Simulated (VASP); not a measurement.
A VASP 6.6.1 relaxation on CdSe

INCAR

```
NELM = 87
ISMEAR = -1
LASPH = .TRUE.
ISYM = -1
SIGMA = 0.02
ENCUT = 600
NBANDS = 16
GGA = CA
EDIFF = 1E-7
ISIF = 3
LWAVE = .FALSE.
NSW = 40
PREC = Accurate
LREAL = .FALSE.
IBRION = 2
PSTRESS = 50
EDIFFG = -5E-3
LCHARG = .FALSE.
```

KPOINTS

```
KPOINTS created by Atomic Simulation Environment
0
Gamma
4 4 4
0 0 0
```

POSCAR

```
Cd Se
 1.0000000000000000
     3.5571112203489168    0.0000000000000000    0.0000000000000000
     0.0000000000000000    3.5571112203489168    0.0000000000000000
     0.0000000000000000    0.0000000000000000    3.5571112203489168
 Cd  Se
   1   1
Cartesian
 -0.0000000000000000 -0.0000000000000000 -0.0000000000000000
  1.7785556101744584  1.7785556101744584  1.7785556101744584
```

The recommended LDA PAW datasets give the neutral cell 18 valence electrons.

Command

```
mpirun -np 1 vasp_std
```

OSZICAR

```
N       E                     dE             d eps       ncg     rms          rms(c)
DAV:   1     0.116797384373E+03    0.11680E+03   -0.98679E+03  2088   0.117E+03
DAV:   2    -0.196936333099E+01   -0.11877E+03   -0.11053E+03  2536   0.268E+02
DAV:   3    -0.601405848923E+01   -0.40447E+01   -0.40156E+01  2416   0.503E+01
DAV:   4    -0.602630112245E+01   -0.12243E-01   -0.12242E-01  2520   0.278E+00
DAV:   5    -0.602634559356E+01   -0.44471E-04   -0.44471E-04  2480   0.151E-01    0.475E+00
DAV:   6    -0.563700092483E+01    0.38934E+00   -0.57659E-01  2272   0.977E+00    0.426E+00
DAV:   7    -0.562579727345E+01    0.11204E-01   -0.62407E-02  2064   0.220E+00    0.212E+00
DAV:   8    -0.561864545666E+01    0.71518E-02   -0.70374E-03  2176   0.829E-01    0.177E-01
DAV:   9    -0.561850305308E+01    0.14240E-03   -0.27985E-04  2528   0.157E-01    0.550E-02
DAV:  10    -0.561851040493E+01   -0.73519E-05   -0.25690E-05  2192   0.427E-02    0.211E-02
...
DAV:   6    -0.565180769299E+01   -0.20691E-09   -0.49442E-07  2096   0.853E-03
   5 F= -.44285007E+01 E0= -.44247550E+01  d E =-.311329E-04
       N       E                     dE             d eps       ncg     rms          rms(c)
DAV:   1    -0.565054728071E+01    0.12604E-02   -0.47978E-03  2320   0.837E-01    0.117E-01
DAV:   2    -0.565032155946E+01    0.22572E-03   -0.49999E-04  2104   0.336E-01    0.436E-02
DAV:   3    -0.565029897173E+01    0.22588E-04   -0.39070E-05  2256   0.692E-02    0.342E-02
DAV:   4    -0.565029555652E+01    0.34152E-05   -0.40166E-06  2048   0.149E-02    0.614E-03
DAV:   5    -0.565029543578E+01    0.12075E-06   -0.26023E-07  2064   0.670E-03    0.114E-03
DAV:   6    -0.565029543715E+01   -0.13754E-08   -0.71097E-08  1024   0.322E-03
   6 F= -.44285208E+01 E0= -.44247651E+01  d E =-.512378E-04
```

Standard output (part)

```
POSCAR found type information on POSCAR CdSe
 POSCAR found :  2 types and       2 ions
 LDA part: xc-table for (Slater(with rela. corr.)+CA(PZ))
 , standard interpolation
 POSCAR, INCAR and KPOINTS ok, starting setup
 WAVECAR not read
 entering main loop
 curvature:   0.00 expect dE= 0.000E+00 dE for cont linesearch  0.000E+00
 search vector abs. value=  0.607E+00
 bond charge predicted
 trial-energy change:   -0.134309  1 .order   -0.080081   -0.606895    0.446733
 bond charge predicted
 curvature:  -0.28 expect dE=-0.784E-05 dE for cont linesearch -0.784E-05
 ZBRENT: interpolating
 opt :   0.6595  next Energy=    -4.428519 (dE=-0.215E+00)
 bond charge predicted
 curvature:  -0.24 expect dE=-0.413E-04 dE for cont linesearch -0.413E-04
 ZBRENT: accuracy reached
 search vector abs. value=  0.174E-03
 bond charge predicted
 bond charge predicted
 curvature:  -0.29 expect dE=-0.210E-07 dE for cont linesearch -0.210E-07
 search vector abs. value=  0.728E-07
 reached required accuracy - stopping structural energy minimisation
```

From OUTCAR

```
k-points           NKPTS =     64   k-points in BZ     NKDIM =     64   number of bands    NBANDS=     16

   NELECT =      18.0000    total number of electrons

   dimension x,y,z NGX =    28 NGY =   28 NGZ =   28
   dimension x,y,z NGXF=    56 NGYF=   56 NGZF=   56

  energy-cutoff  :      600.00
  volume of cell :       39.15
      direct lattice vectors                 reciprocal lattice vectors
     3.395553009 -0.000000082  0.000000000     0.294502839  0.000000007  0.000000000
    -0.000000080  3.395553048 -0.000000000     0.000000007  0.294502835 -0.000000000
    -0.000000001  0.000000001  3.395554133    -0.000000000  0.000000000  0.294502741

 k-points in reciprocal lattice and weights: KPOINTS created by Atomic Simulation Env
   0.00000000  0.00000000  0.00000000       0.016
   0.25000000  0.00000000  0.00000000       0.016
   0.50000000  0.00000000  0.00000000       0.016
  -0.25000000  0.00000000  0.00000000       0.016
   0.00000000  0.25000000  0.00000000       0.016
   0.25000000  0.25000000  0.00000000       0.016
   0.50000000  0.25000000  0.00000000       0.016
  -0.25000000  0.25000000  0.00000000       0.016
   ...

 E-fermi :   4.8091

 k-point     1 :       0.0000    0.0000    0.0000
  band No.  band energies     occupation
      1      -9.9820      2.00000
      2      -4.5580      2.00000
      3      -4.5580      2.00000
      4      -3.9493      2.00000
      5      -3.9493      2.00000
      6      -3.9493      2.00000
      7       3.1522      2.00000
      8       3.1522      2.00000
      9       3.1522      2.00000
     10       3.2475      2.00000
     11      10.6338      0.00000
     12      10.6338      0.00000
     13      16.2075      0.00000
     14      16.2075      0.00000
     15      16.2075      0.00000
     16      20.0118      0.00000

 k-point     2 :       0.2500    0.0000    0.0000
  band No.  band energies     occupation
      1      -9.4727      2.00000
      2      -4.5210      2.00000
      3      -4.4324      2.00000
      4      -4.1118      2.00000
      5      -4.1118      2.00000
      6      -3.9366      2.00000
      7      -0.4699      2.00000
      8       3.8640      2.00000
      9       3.8640      2.00000
     10       5.7985      0.00000
     11      10.9296      0.00000
     12      11.6936      0.00000
     13      13.3455      0.00000
     14      13.3455      0.00000
     15      15.5210      0.00000
     16      17.6785      0.00000

 k-point     3 :       0.5000    0.0000    0.0000
  band No.  band energies     occupation
      1      -8.7801      2.00000
      2      -4.5503      2.00000
      3      -4.4836      2.00000
      4      -4.2618      2.00000
      5      -4.2618      2.00000
      6      -3.9239      2.00000
      7      -2.0865      2.00000
      8       4.7760      1.67792
      9       4.7761      1.67789
     10       7.4666      0.00000
     11       9.2146      0.00000
     12      11.2285      0.00000
     13      11.2285      0.00000
     14      11.3508      0.00000
     15      15.8088      0.00000
     16      20.0246      0.00000

 ...

  Total        1.2207648      1.2207673      1.2207843     -0.0000004      0.0000000     -0.0000000
  in kB       49.9586731     49.9587754     49.9594702     -0.0000165      0.0000015     -0.0000003
  external PRESSURE =      -0.0410271 kB  Pullay stress =      50.0000000 kB

 POSITION                                       TOTAL-FORCE (eV/Angst)
 -----------------------------------------------------------------------------------
      0.00000      0.00000      0.00000        -0.000000     -0.000000      0.000000
      1.69778      1.69778      1.69778         0.000000      0.000000     -0.000000
 -----------------------------------------------------------------------------------
    total drift:                               -0.000000      0.000000     -0.000000

  FREE ENERGIE OF THE ION-ELECTRON SYSTEM (eV)
  ---------------------------------------------------
  free  energy   TOTEN  =        -5.6502954372 eV

  energy  without entropy=       -5.6427840491  energy(sigma->0) =       -5.64653974
```

| ionic step | ΔH (meV/atom) | volume (Å³) | largest force (eV/Å) | pressure (GPa) | electronic steps |
| --- | --- | --- | --- | --- | --- |
| 1 | 0.0 | 45.01 | 0.000 | -5.31 | 12 |
| 2 | -67.2 | 36.22 | 0.000 | 14.43 | 10 |
| 3 | -107.3 | 39.18 | 0.000 | 4.92 | 9 |
| 4 | -107.3 | 39.07 | 0.000 | 5.20 | 6 |
| 5 | -107.3 | 39.20 | 0.000 | 4.88 | 6 |
| 6 | -107.3 | 39.15 | 0.000 | 5.00 | 6 |

It converged. Results: relaxed cell vector lengths 3.396, 3.396, 3.396 Å; relaxed cell volume 39.15 Å³.

 The volume moved far on the plane waves of the start cell, so a restart from CONTCAR is due.

For comparison, a separate LDA relaxation on usual settings, not on those above, ends at 40.93 Å³.

The run above took about 2.6 min on one core of a shared host (Intel Xeon Platinum 8488C) and held 0.19 GiB at most.
